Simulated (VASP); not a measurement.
# GaN (P6_3mc) in VASP: notebook

The runs below take GaN through single point, with PBE.

All numbers are computed with VASP 6.6.1; they aren't measurements. Logs are shortened: lines on timing, memory, paths and dates and some standing lists are left out, and cuts for length are marked.

### 1 The crystal as given

The structure is hexagonal, space group P6_3mc (No. 186). Conventional cell: a = 3.180 Å, b = 3.180 Å, c = 5.166 Å, α = 90.00°, β = 90.00°, γ = 120.00°. Around Ga (site symmetry 3m) lie 4 N at 1.94 to 1.95 Å. Around N (site symmetry 3m) lie 4 Ga at 1.94 to 1.95 Å.

### 2 Single point, PBE

INCAR

```
PREC = Accurate
ENCUT = 400
EDIFF = 1E-7
ISMEAR = 0
SIGMA = 0.05
LREAL = F
LASPH = T
NELM = 100
ALGO = Normal
ISIF = 2
LWAVE = F
LCHARG = F
GGA = PE
ADDGRID = F
```

KPOINTS

```
Automatic mesh
0
Gamma
  8 8 5
```

POSCAR

```
GaN
1.0
    3.1800000000      0.0000000000      0.0000000000
   -1.5900000000      2.7539607840      0.0000000000
    0.0000000000      0.0000000000      5.1660000000
Ga N
2 2
Direct
    0.6666666667      0.3333333333      0.5000000000
    0.3333333333      0.6666666667      0.0000000000
    0.6666666667      0.3333333333      0.8750000000
    0.3333333333      0.6666666667      0.3750000000
```

Potentials or basis: VASP PAW PBE potentials, release 64 (Ga, N).

The run is started by

```sh
$ cat potpaw_PBE.64/Ga/POTCAR potpaw_PBE.64/N/POTCAR > POTCAR
$ mpirun -np 1 vasp_std > vasp.out
```

OUTCAR:

```text
PREC = Accurate
   ENCUT = 400
   EDIFF = 1E-7
   ISMEAR = 0
   LREAL = F
   LASPH = T
   NELM = 100
   ISIF = 2
   GGA = PE

 Found     30 irreducible k-points:

 Following reciprocal coordinates:
            Coordinates               Weight
  0.000000  0.000000  0.000000      1.000000
  0.125000  0.000000  0.000000      6.000000
  0.250000  0.000000  0.000000      6.000000
  0.375000 -0.000000  0.000000      6.000000
  0.500000  0.000000  0.000000      3.000000
  0.125000  0.125000  0.000000      6.000000
   k-points           NKPTS =     30   k-points in BZ     NKDIM =     30   number of bands    NBANDS=     12
   number of dos      NEDOS =    301   number of ions     NIONS =      4
   total plane-waves  NPLWV =  20736
   dimension x,y,z NGX =    24 NGY =   24 NGZ =   36
   dimension x,y,z NGXF=    48 NGYF=   48 NGZF=   72
   ions per type =               2   2
   NGX,Y,Z   is equivalent  to a cutoff of  12.55, 12.55, 11.59 a.u.
   NGXF,Y,Z  is equivalent  to a cutoff of  25.09, 25.09, 23.17 a.u.
 SYSTEM =  unknown system
   PREC   = accura    normal or accurate (medium, high low for compatibility)
   ISTART =      0    job   : 0-new  1-cont  2-samecut
   ICHARG =      2    charge: 1-file 2-atom 10-const
   ISPIN  =      1    spin polarized calculation?
   LNONCOLLINEAR =      F non collinear calculations
   LSORBIT =      F    spin-orbit coupling
   LASPH  =      T    aspherical Exc in radial PAW
   ENCUT  =  400.0 eV  29.40 Ry    5.42 a.u.   5.19  5.19  8.42*2*pi/ulx,y,z
   NELM   =    100;   NELMIN=  2; NELMDL= -5     # of ELM steps
   EDIFF  = 0.1E-06   stopping-criterion for ELM
   LREAL  =      F    real-space projection
   EDIFFG = 0.1E-05   stopping-criterion for IOM
   NSW    =      0    number of steps for IOM
   IBRION =     -1    ionic relax: 0-MD 1-quasi-New 2-CG
   NFREE  =      0    steps in history (QN), initial steepest desc. (CG)
   ISIF   =      2    stress and relaxation
   ISYM   =      2    0-nonsym 1-usesym 2-fastsym
   POTIM  = 0.5000    time-step for ionic-motion
   TEBEG  =    0.0;   TEEND  =   0.0 temperature during run
   PSTRESS=    0.0 pullay stress
   NELECT =      16.0000    total number of electrons
   NUPDOWN=      -1.0000    fix difference up-down
   EMIN   =  10.00;   EMAX   =-10.00  energy-range for DOS
   EFERMI =   0.00;   METHOD = LEGACY
   ISMEAR =     0;   SIGMA  =   0.05  broadening in eV -4-tet -1-fermi 0-gaus
   EFERMI_NEDOS =   21; number of points for ismear=-14 and -15
   IALGO  =     38    algorithm
   IMIX   =      4    mixing-type and parameters
     AMIX     =   0.40;   BMIX     =  1.00
     AMIX_MAG =   1.60;   BMIX_MAG =  1.00
  volume/ion in A,a.u.               =      11.31        76.33
  Fermi-wavevector in a.u.,A,eV,Ry     =   1.157715  2.187764 18.235949  1.340304
  Thomas-Fermi vector in A             =   2.294324
   LORBIT       =      0    0 simple, 1 ext, 2 COOP (PROOUT), +10 PAW based schemes
   GGA     = PE    functional components
   LHFCALC =     F    Hartree Fock is set to
   AEXX    =    0.0000 exact exchange contribution
   IVDW    =     0    specifies the selected vdW correction
   LEPSILON=     F    determine dielectric tensor
   LRPA    =     F    only Hartree local field effects (RPA)
 non-spin polarized calculation
 Gauss-broadening in eV      SIGMA  =   0.05
  energy-cutoff  :      400.00
  volume of cell :       45.24
 maximum number of plane-waves:       834
 NGX is ok and might be reduce to    24
   NGX = 11   NGY = 11   NGZ = 17

 number of electron      15.9999999 magnetization

 Free energy of the ion-electron system (eV)
  ---------------------------------------------------
  ext. energy  EPLUGINS =         0.00000000
  ---------------------------------------------------
  free energy    TOTEN  =       -24.22258183 eV

  energy without entropy =      -24.22258183  energy(sigma->0) =      -24.22258183

 E-fermi :   3.2844     XC(G=0): -10.9098

 val. band max:        3.0782488421   @ k =   0.0000   0.0000   0.0000
 cond. band min:       5.1241460554   @ k =   0.0000   0.0000   0.0000
 fundamental gap:      2.0458972132
 Fermi energy:         3.2844191971

 k-point     1 :       0.0000    0.0000    0.0000
  band No.  band energies     occupation
      1     -12.9268      2.00000
      2     -10.5143      2.00000
      3      -4.0010      2.00000
      4       2.0260      2.00000
      5       2.0260      2.00000
      6       3.0226      2.00000
      7       3.0782      2.00000
      8       3.0782      2.00000
      9       5.1241      0.00000
     10       7.4912      0.00000
     11      12.4113      0.00000
     12      13.1297      0.00000

 k-point     2 :       0.1250    0.0000    0.0000
  band No.  band energies     occupation
      1     -12.7120      2.00000
      2     -10.3745      2.00000
      3      -3.7799      2.00000
      4       0.9590      2.00000
      5       1.7170      2.00000
      6       1.9090      2.00000
      7       2.8664      2.00000
      8       2.9506      2.00000
      9       6.1712      0.00000
     10       8.3550      0.00000
     11      11.8446      0.00000
     12      12.3561      0.00000
[... 31 lines left out ...]
 k-point     5 :       0.5000    0.0000    0.0000
  band No.  band energies     occupation
      1     -10.6590      2.00000
      2      -9.8151      2.00000
      3      -3.3999      2.00000
      4      -2.1978      2.00000
      5      -1.1626      2.00000
      6       0.3422      2.00000
      7       0.8052      2.00000
      8       2.1051      2.00000
      9       8.2524      0.00000
     10       8.7900      0.00000
     11       9.2398      0.00000
     12      11.8641      0.00000

 k-point     6 :       0.1250    0.1250    0.0000
  band No.  band energies     occupation
      1     -12.2984      2.00000
      2     -10.1313      2.00000
      3      -3.3668      2.00000
      4      -0.2136      2.00000
      5       0.3125      2.00000
      6       1.3509      2.00000
      7       2.5163      2.00000
      8       2.5379      2.00000
      9       7.2750      0.00000
     10       9.4346      0.00000
     11      11.2034      0.00000
     12      11.2304      0.00000

 [... further k-points ...]

------------------------ aborting loop because EDIFF is reached ----------------------------------------

  FORCE on cell =-STRESS in cart. coord.  units (eV):
  Direction    XX          YY          ZZ          XY          YZ          ZX
  --------------------------------------------------------------------------------------
  -------------------------------------------------------------------------------------
  Total        2.7611946      2.7611946      3.3391909      0.0000000      0.0000000     -0.0000000
  in kB       97.7841180     97.7841180    118.2531053      0.0000000      0.0000000     -0.0000000
  external PRESSURE =     104.6071138 kB  Pullay stress =       0.0000000 kB

 VOLUME and BASIS-vectors are now :
 -----------------------------------------------------------------------------
  energy-cutoff  :      400.00
  volume of cell :       45.24
      direct lattice vectors                 reciprocal lattice vectors
     3.180000000  0.000000000  0.000000000     0.314465409  0.181556688  0.000000000
    -1.590000000  2.753960784  0.000000000     0.000000000  0.363113377  0.000000000
     0.000000000  0.000000000  5.166000000     0.000000000  0.000000000  0.193573364

 POSITION                                       TOTAL-FORCE (eV/Angst)
 -----------------------------------------------------------------------------------
      1.59000      0.91799      2.58300        -0.000000     -0.000000     -0.172428
     -0.00000      1.83597      0.00000         0.000000      0.000000     -0.172428
      1.59000      0.91799      4.52025         0.000000     -0.000000      0.172428
     -0.00000      1.83597      1.93725        -0.000000      0.000000      0.172428
 -----------------------------------------------------------------------------------
    total drift:                               -0.000000     -0.000000     -0.000933

  FREE ENERGIE OF THE ION-ELECTRON SYSTEM (eV)
  ---------------------------------------------------
  free  energy   TOTEN  =       -24.2225818253 eV

  energy  without entropy=      -24.2225818253  energy(sigma->0) =      -24.22258183
```

stdout:

```text
POSCAR found type information on POSCAR GaN
 POSCAR found :  2 types and       4 ions
 scaLAPACK will be used
 LDA part: xc-table for (Slater+PW92), standard interpolation
 POSCAR, INCAR and KPOINTS ok, starting setup
 FFT: planning ... GRIDC
 FFT: planning ... GRID_SOFT
 FFT: planning ... GRID
 WAVECAR not read
 entering main loop
```

Wall time 7.1 s (1 thread of Intel Xeon 6975P-C (Granite Rapids), shared host); peak memory 0.15 GiB.

The run converged, but some of its settings lie outside the range that counts as converged, so its numbers aren't taken as properties of the crystal.

Results:

| Item | Value |
| --- | --- |
| Free energy | -24.2226 eV |
| Largest force | 0.172 eV/Å |
| Band gap on the k mesh | 2.05 eV, direct |

Caveat: the cutoff is under 1.25 times the usual one of these potentials, so pressure, stress and relaxed cells hold a basis-set (Pulay) error.

[end of part 1 of 2]
